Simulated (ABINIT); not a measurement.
Ni:

```
Ni
1.0
     0.00000    1.73757    1.73757
     1.73757    0.00000    1.73757
     1.73757    1.73757    0.00000
Ni
1
Cartesian
  0.0000 0.0000 0.0000
```

Base run:

* Program: ABINIT 10.8.3 (patched build)
* Functional: PBEsol
* Potentials or basis: JTH PAW PBE v2.0
* Cutoff: 816 eV
* k mesh: 10 × 10 × 10
* Occupations: fermi-dirac, width 0.05 eV
* Spin: collinear spin, ferromagnetic start
* Starting moments: [1.0] μB

Its results: band gap on the k mesh none (metal or under the smearing width); net moment 0.72 μB per cell.

Problem. The run is repeated on the same cell with these changes: k mesh from 10 × 10 × 10 to 5 × 5 × 5. What comes out?

Solution. Band gap on the k mesh none (metal or under the smearing width); net moment 0.00 μB per cell.

Caveats: some runs use coarse meshes.
